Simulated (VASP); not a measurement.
# SnO in VASP: one cell, several levels of theory, part 2 of 2

The system is SnO built on the CsCl prototype, a generated structure that needn't be the ground state.

VASP 6.6.1, plane waves, PAW.

## 3. r2SCAN

INCAR reads:

```
ENCUT = 520.000000
SIGMA = 0.020000
EDIFF = 1.00e-07
ALGO = Normal
METAGGA = R2SCAN
PREC = Accurate
IBRION = -1
ISIF = 2
ISMEAR = -1
NBANDS = 17
NELM = 120
NSW = 0
LASPH = .TRUE.
LCHARG = .FALSE.
LWAVE = .FALSE.
LREAL = .FALSE.
```

KPOINTS reads:

```
KPOINTS created by Atomic Simulation Environment
0
Gamma
8 8 8
0 0 0
```

KPOINTS_OPT reads:

```
special points
5
Reciprocal
0.0000000000 0.0000000000 0.0000000000 1
0.0000000000 0.5000000000 0.0000000000 1
0.5000000000 0.5000000000 0.0000000000 1
0.5000000000 0.5000000000 0.5000000000 1
0.0000000000 0.1250000000 -0.5000000000 1
```

POSCAR reads:

```
Sn O
 1.0000000000000000
     3.0515798887000001    0.0000000000000000    0.0000000000000000
     0.0000000000000000    3.0515798887000001    0.0000000000000000
     0.0000000000000000    0.0000000000000000    3.0515798887000001
 Sn  O
   1   1
Cartesian
  0.0000000000000000  0.0000000000000000  0.0000000000000000
  1.5257899443500000  1.5257899443500000  1.5257899443500000
```

Command:

```sh
mpirun -np 1 vasp_std
```

Printed to the terminal (iteration lines stand in OSZICAR):

```text
POSCAR found type information on POSCAR SnO
 POSCAR found :  2 types and       2 ions
 -----------------------------------------------------------------------------
|                                                                             |
|                                                                             |
|     You enforced a specific xc type in the INCAR file but a different       |
|     I HOPE YOU KNOW WHAT YOU ARE DOING!                                     |
|                                                                             |
 -----------------------------------------------------------------------------

 LDA part: xc-table for (None), standard interpolation
 POSCAR, INCAR and KPOINTS ok, starting setup
 FFT: planning ... GRIDC
 FFT: planning ... GRID_SOFT
 FFT: planning ... GRID
 WAVECAR not read
 entering main loop
 Start KPOINTS_OPT (optional k-point list driver)
k-point batch [1-5\5]
```

OSZICAR:

```text
N       E                     dE             d eps       ncg     rms          rms(c)
DAV:   1     0.125333538114E+03    0.12533E+03   -0.10385E+04  1216   0.187E+03
DAV:   2    -0.249388223369E+02   -0.15027E+03   -0.14283E+03  1390   0.395E+02
DAV:   3    -0.375902670365E+02   -0.12651E+02   -0.12583E+02  1349   0.105E+02
DAV:   4    -0.378384663036E+02   -0.24820E+00   -0.24807E+00  1436   0.150E+01
DAV:   5    -0.378446752965E+02   -0.62090E-02   -0.62085E-02  1535   0.233E+00    0.740E+00
DAV:   6    -0.314904113058E+02    0.63543E+01   -0.64169E+00  1562   0.429E+01    0.309E+00
DAV:   7    -0.315583601281E+02   -0.67949E-01   -0.61760E-01  1276   0.598E+00    0.141E+00
DAV:   8    -0.315532042327E+02    0.51559E-02   -0.87283E-02  1346   0.335E+00    0.259E-01
DAV:   9    -0.315533177979E+02   -0.11357E-03   -0.58747E-03  1479   0.689E-01    0.966E-02
DAV:  10    -0.315538764632E+02   -0.55867E-03   -0.12252E-03  1394   0.288E-01    0.590E-02
DAV:  11    -0.315538244589E+02    0.52004E-04   -0.11834E-04  1476   0.913E-02    0.275E-02
DAV:  12    -0.315538303215E+02   -0.58626E-05   -0.19056E-05  1416   0.543E-02    0.134E-02
DAV:  13    -0.315538305087E+02   -0.18712E-06   -0.37783E-06  1417   0.235E-02    0.428E-03
DAV:  14    -0.315538300766E+02    0.43205E-06   -0.68070E-07  1314   0.737E-03    0.765E-04
DAV:  15    -0.315538301334E+02   -0.56747E-07   -0.36593E-08   668   0.184E-03
   1 F= -.31553830E+02 E0= -.31553485E+02  d E =-.690766E-03
       N       E                     dE             ncg
DAV:   1     0.105849935543E+04   -0.31633E+04      171
DAV:   2     0.257249306147E+03   -0.80125E+03      194
DAV:   3     0.190170453881E+03   -0.67079E+02      190
DAV:   4     0.188671381550E+03   -0.14991E+01      209
DAV:   5     0.188631455259E+03   -0.39926E-01      232
DAV:   6     0.188629724184E+03   -0.17311E-02      226
DAV:   7     0.188629687702E+03   -0.36481E-04      257
DAV:   8     0.188629687494E+03   -0.20806E-06      219
DAV:   9     0.188629687494E+03   -0.50306E-09      178
```

Parts of OUTCAR:

```text
k-points           NKPTS =     35   k-points in BZ     NKDIM =     35   number of bands    NBANDS=     17

   NELECT =      20.0000    total number of electrons

   dimension x,y,z NGX =    24 NGY =   24 NGZ =   24
   dimension x,y,z NGXF=    48 NGYF=   48 NGZF=   48

  energy-cutoff  :      520.00
  volume of cell :       28.42
      direct lattice vectors                 reciprocal lattice vectors
     3.051579889  0.000000000  0.000000000     0.327699106  0.000000000  0.000000000
     0.000000000  3.051579889  0.000000000     0.000000000  0.327699106  0.000000000
     0.000000000  0.000000000  3.051579889     0.000000000  0.000000000  0.327699106

 k-points in reciprocal lattice and weights: KPOINTS created by Atomic Simulation Env
   0.00000000  0.00000000  0.00000000       0.002
   0.12500000  0.00000000  0.00000000       0.012
   0.25000000  0.00000000  0.00000000       0.012
   0.37500000  0.00000000  0.00000000       0.012
   0.50000000  0.00000000  0.00000000       0.006
   0.12500000  0.12500000  0.00000000       0.023
   0.25000000  0.12500000  0.00000000       0.047
   0.37500000  0.12500000  0.00000000       0.047
[... 27 more k-points ...]

 E-fermi :   9.2820

 k-point     1 :       0.0000    0.0000    0.0000
  band No.  band energies     occupation
      1     -13.5409      2.00000
      2     -13.5409      2.00000
      3     -13.0893      2.00000
      4     -13.0893      2.00000
      5     -13.0893      2.00000
      6     -10.5629      2.00000
      7       1.4133      2.00000
      8       6.0730      2.00000
      9       6.0730      2.00000
     10       6.0730      2.00000
     11      17.7558      0.00000
     12      17.7558      0.00000
     13      18.1303      0.00000
     14      18.1303      0.00000
     15      18.1303      0.00000
     16      29.8952      0.00000
     17      29.8953      0.00000

 k-point     2 :       0.1250    0.0000    0.0000
  band No.  band energies     occupation
      1     -13.5380      2.00000
      2     -13.4934      2.00000
      3     -13.1063      2.00000
      4     -13.1063      2.00000
      5     -13.0878      2.00000
      6     -10.4622      2.00000
      7       1.1361      2.00000
      8       6.1843      2.00000
      9       6.1843      2.00000
     10       6.2105      2.00000
     11      15.4414      0.00000
     12      17.9512      0.00000
     13      18.0060      0.00000
     14      18.0060      0.00000
     15      20.4602      0.00000
     16      27.8722      0.00000
     17      28.9748      0.00000

 k-point     3 :       0.2500    0.0000    0.0000
  band No.  band energies     occupation
      1     -13.5308      2.00000
      2     -13.3787      2.00000
      3     -13.1470      2.00000
      4     -13.1470      2.00000
      5     -13.0844      2.00000
      6     -10.2027      2.00000
      7       0.4732      2.00000
      8       6.4660      2.00000
      9       6.4660      2.00000
     10       6.6546      2.00000
     11      13.0193      0.00000
     12      17.6475      0.00000
     13      17.6475      0.00000
     14      18.5423      0.00000
     15      23.0717      0.00000
     16      25.1805      0.00000
     17      28.1545      0.00000

 k-point     4 :       0.3750    0.0000    0.0000
  band No.  band energies     occupation
      1     -13.5237      2.00000
      2     -13.2640      2.00000
      3     -13.1873      2.00000
      4     -13.1873      2.00000
      5     -13.0810      2.00000
      6      -9.9162      2.00000
      7      -0.1865      2.00000
      8       6.7689      2.00000
      9       6.7689      2.00000
     10       7.4341      2.00000
     11      10.9024      0.00000
     12      17.2123      0.00000
     13      17.2123      0.00000
     14      19.5420      0.00000
     15      22.8590      0.00000
     16      25.6799      0.00000
     17      28.0578      0.00000

 k-point     5 :       0.5000    0.0000    0.0000
  band No.  band energies     occupation
      1     -13.5207      2.00000
      2     -13.2164      2.00000
      3     -13.2039      2.00000
      4     -13.2039      2.00000
      5     -13.0795      2.00000
      6      -9.7876      2.00000
      7      -0.4611      2.00000
      8       6.9018      2.00000
      9       6.9018      2.00000
     10       8.1603      2.00000
     11       9.7036      0.00000
     12      17.0115      0.00000
     13      17.0115      0.00000
     14      20.8546      0.00000
     15      21.1004      0.00000
     16      27.8916      0.00000
     17      28.1336      0.00000

 k-point     6 :       0.1250    0.1250    0.0000
  band No.  band energies     occupation
      1     -13.5131      2.00000
      2     -13.4673      2.00000
      3     -13.1285      2.00000
      4     -13.1061      2.00000
      5     -13.1030      2.00000
      6     -10.3588      2.00000
      7       0.9882      2.00000
      8       5.5601      2.00000
      9       6.2846      2.00000
     10       6.9553      2.00000
     11      15.4572      0.00000
     12      15.5338      0.00000
     13      17.9466      0.00000
     14      19.4361      0.00000
     15      21.6162      0.00000
     16      26.4767      0.00000
     17      28.2824      0.00000

 k-point     7 :       0.2500    0.1250    0.0000
  band No.  band energies     occupation
      1     -13.4980      2.00000
      2     -13.3591      2.00000
      3     -13.1806      2.00000
      4     -13.1448      2.00000
      5     -13.1005      2.00000
      6     -10.0953      2.00000
      7       0.5488      2.00000
      8       5.3291      2.00000
      9       6.5363      2.00000
     10       7.6802      2.00000
     11      12.9760      0.00000
     12      15.5623      0.00000
     13      17.7463      0.00000
     14      20.0711      0.00000
     15      23.9248      0.00000
     16      24.8051      0.00000
     17      27.5055      0.00000

 k-point     8 :       0.3750    0.1250    0.0000
  band No.  band energies     occupation
      1     -13.4897      2.00000
      2     -13.2439      2.00000
      3     -13.2308      2.00000
      4     -13.1846      2.00000
      5     -13.0965      2.00000
      6      -9.8079      2.00000
      7       0.0222      2.00000
      8       5.5333      2.00000
      9       6.8039      2.00000
     10       8.3892      2.00000
     11      10.8223      0.00000
     12      15.5815      0.00000
     13      17.4648      0.00000
     14      20.6433      0.00000
     15      23.2861      0.00000
     16      26.2638      0.00000
     17      27.2630      0.00000

 k-point     9 :       0.5000    0.1250    0.0000
  band No.  band energies     occupation
      1     -13.4865      2.00000
      2     -13.2511      2.00000
      3     -13.2009      2.00000
      4     -13.1958      2.00000
      5     -13.0949      2.00000
      6      -9.6803      2.00000
      7      -0.2143      2.00000
      8       5.7304      2.00000
      9       6.9202      2.00000
     10       9.2633      1.43593
     11       9.3502      0.06410
     12      15.5691      0.00000
     13      17.3251      0.00000
     14      20.9919      0.00000
     15      22.6992      0.00000
     16      26.2407      0.00000
     17      27.5386      0.00000

 k-point    10 :       0.2500    0.2500    0.0000
  band No.  band energies     occupation
      1     -13.4490      2.00000
      2     -13.2812      2.00000
      3     -13.2574      2.00000
      4     -13.1424      2.00000
      5     -13.1363      2.00000
      6      -9.8276      2.00000
      7       0.6688      2.00000
      8       4.4005      2.00000
      9       6.7097      2.00000
     10       8.3829      2.00000
     11      12.2698      0.00000
     12      13.9952      0.00000
     13      17.9687      0.00000
     14      21.1621      0.00000
     15      23.4516      0.00000
     16      26.1717      0.00000
     17      26.5767      0.00000

 k-point    11 :       0.3750    0.2500    0.0000
  band No.  band energies     occupation
      1     -13.4267      2.00000
      2     -13.3291      2.00000
      3     -13.1779      2.00000
      4     -13.1757      2.00000
      5     -13.1338      2.00000
      6      -9.5436      2.00000
      7       0.6187      2.00000
      8       4.1715      2.00000
      9       6.8891      2.00000
     10       8.2794      2.00000
     11      11.1549      0.00000
     12      13.8853      0.00000
     13      18.1528      0.00000
     14      21.0018      0.00000
     15      23.6293      0.00000
     16      26.2687      0.00000
     17      26.7159      0.00000

[... the tables of k-points 12 to 35 left out ...]

  Total        1.1396850      1.1396850      1.1396850     -0.0000000     -0.0000000      0.0000000
  in kB       64.2571070     64.2571070     64.2571070     -0.0000000     -0.0000000      0.0000000
  external PRESSURE =      64.2571070 kB  Pullay stress =       0.0000000 kB

 POSITION                                       TOTAL-FORCE (eV/Angst)
 -----------------------------------------------------------------------------------
      0.00000      0.00000      0.00000         0.000000      0.000000      0.000000
      1.52579      1.52579      1.52579         0.000000      0.000000      0.000000
 -----------------------------------------------------------------------------------
    total drift:                                0.000000      0.000000     -0.000000

  FREE ENERGIE OF THE ION-ELECTRON SYSTEM (eV)
  ---------------------------------------------------
  free  energy   TOTEN  =       -31.5538301334 eV

  energy  without entropy=      -31.5531393669  energy(sigma->0) =      -31.55348475
```

Hardware: 1 MPI rank of Intel Xeon 6975P-C, shared host.

The levels at the points of KPOINTS_OPT are read from vasprun.xml.

Near the gap, in eV above the top of the last filled band v; c is the band after it:

```tsv
point	v−1	v	c	c+1
Γ	-3.19	-3.19	8.49	8.49
X	-2.36	-1.10	0.44	7.75
M	-4.93	-2.23	3.68	3.68
R	-4.04	-0.93	-0.18	-0.18
```

With r2SCAN the last filled band overlaps the next by 0.18 eV, so there is no gap. Pressure: 6.43 GPa; the forces vanish within 0.01 eV/Å.

## 4. Results

The summary covers parts 1 to 2.

| level | gap (eV) | pressure (GPa) | Ansatz: gap (eV) | Ansatz: pressure (GPa) |
| --- | --- | --- | --- | --- |
| PBE | -0.28 | 9.26 | -0.28 | 9.25 |
| r2SCAN | -0.18 | 6.43 | -0.17 | 6.21 |

A negative gap is an overlap of bands.

No gap over 0.02 eV opens at any of these levels. Spin-orbit coupling is left out, though the cell holds Sn (Z = 50); in an element this heavy it can shift bands and gaps by tenths of an eV. At this one volume the pressure spans 6.4 GPa (r2SCAN) to 9.3 GPa (PBE): PBE wants the largest cell and r2SCAN the smallest. The two programs agree on the overlap of the bands within 0.02 eV, far less than the spread between functionals. The two codes have different PAW datasets and cutoffs.
